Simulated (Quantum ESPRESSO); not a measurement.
**Sb: zone-centre phonons under several settings**

```
CELL_PARAMETERS angstrom
2.15420 1.24373 3.75800
-2.15420 1.24373 3.75800
0.00000 -2.48746 3.75800
ATOMIC_POSITIONS crystal
Sb 0.76651 0.76651 0.76651
Sb 0.23349 0.23349 0.23349
```

All runs used Quantum ESPRESSO 7.5; relaxed cell; no spin polarisation.

```csv
level,potentials,k mesh (s: shifted),cutoff (eV),occupations,volume (Å³/atom),pressure (GPa),lowest optical mode without the field (cm⁻¹),highest optical mode without the field (cm⁻¹)
LDA,JTH 2.0 LDA,8 × 8 × 8,490,"cold, width 0.136 eV",29.03,0.0,84,142
PBEsol,GBRV 1.5 PBEsol,7 × 7 × 7,612,"smeared at first, fixed for the response",?,0.1,?,?
```

Q: What stands in the row left open?

A: Volume 29.80 Å³/atom; lowest optical mode without the field 96 cm⁻¹; highest optical mode without the field 144 cm⁻¹.

Caveats: the layers were relaxed without a dispersion term, so their spacing and the soft interlayer modes are unreliable; the cutoff is low for these files, which shifts pressure and relaxed volume (some runs).

For the row left open. Caveat: the layers were relaxed without a dispersion term, so their spacing and the soft interlayer modes are unreliable.
